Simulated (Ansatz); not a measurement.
# CdS (F-43m)

All numbers below come from Ansatz 0.2.0, DFT r2SCAN, scalar-relativistic, plane waves, PAW.

Cutoff 500 eV; k points 8×8×8 on the computed 2-atom cell (Γ-centred); Gaussian smearing, width 0.02 eV; no spin polarisation.

The structure is relaxed at this level of theory with its symmetry kept. This zinc-blende form isn't the usual stable structure of the compound.

It takes space group F-43m (No. 216, cubic). Conventional cell: a = 5.879 Å, b = 5.879 Å, c = 5.879 Å, α = 90.00°, β = 90.00°, γ = 90.00°. Around Cd (site symmetry -43m) lie 4 S at 2.55 Å. S (site symmetry -43m) is surrounded by 4 Cd at 2.55 Å.

| Property | Result |
| --- | --- |
| Volume per atom | 25.39 Å³ |
| Formation energy from the elements' standard states (uncorrected) | -0.807 eV/atom |
| Generalised Kohn–Sham band gap | 1.54 eV, direct at Γ |
| Löwdin character of the top 1 eV of the valence band | S 3p 90 % |
| Löwdin character of the lowest 1 eV of the conduction band | Cd 5s 59 %, S 3s 21 %, S 3p 17 % |
| Electron masses at the edge by Cartesian direction of the standard setting (m_e; degenerate bands sorted by energy; no spin-orbit coupling) | x: 0.15; y: 0.15; z: 0.15 |
| Hole masses at the edge by Cartesian direction of the standard setting (m_e; degenerate bands sorted by energy; no spin-orbit coupling) | x: 0.79, 0.79, 0.17; y: 0.79, 0.79, 0.17; z: 0.79, 0.79, 0.17 |
| Bulk modulus | 60 GPa |
| Its pressure derivative | 4.5 |
| Electronic dielectric constant xx, yy, zz of the standard setting (independent particles) | 5.7, 5.7, 5.7 |
| Bader charges (e) | Cd (1 in the cell) 0.94, S (1 in the cell) -0.94 |

Cost: 12 runs of about 1.4 core-minutes in all, on Intel Xeon 6975P-C (Granite Rapids) (shared hosts).